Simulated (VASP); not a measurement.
A run of VASP 6.6.1:

INCAR

```
SYSTEM = Ir
PREC = Accurate ; ENCUT = 480
EDIFF = 1E-7 ; ISMEAR = 0
SIGMA = 0.1 ; LREAL = .FALSE.
LASPH = .TRUE. ; NELM = 80
ALGO = Normal ; ISIF = 3
LWAVE = .FALSE. ; LCHARG = .FALSE.
GGA = PS ; IBRION = 2
NSW = 90 ; EDIFFG = -0.005
```

The input KPOINTS:

```
Automatic mesh
0
G
  18 18 18
  0 0 0
```

The input POSCAR:

```
Ir
1.0
    0.0000000000      1.9269646700      1.9269646700
    1.9269646700      0.0000000000      1.9269646700
    1.9269646700      1.9269646700      0.0000000000
Ir
1
Direct
    0.0000000000      0.0000000000      0.0000000000
```

Potentials or basis: VASP PAW PBE potentials, release 64 (Ir).

Launch:

```bash
$ cat potpaw_PBE.64/Ir/POTCAR > POTCAR
$ mpirun -np 1 vasp_std > vasp.out
```

Hardware: 1 thread of Intel(R) Xeon(R) 6975P-C (Granite Rapids) (shared host).

Task: How long does it take, and how much memory?

Result: Run time: 22 s on 1 thread of Intel(R) Xeon(R) 6975P-C (Granite Rapids), with other jobs on the host, peak memory 0.15 GiB. Counts: scf iterations 32, k points 195, ion steps 4.
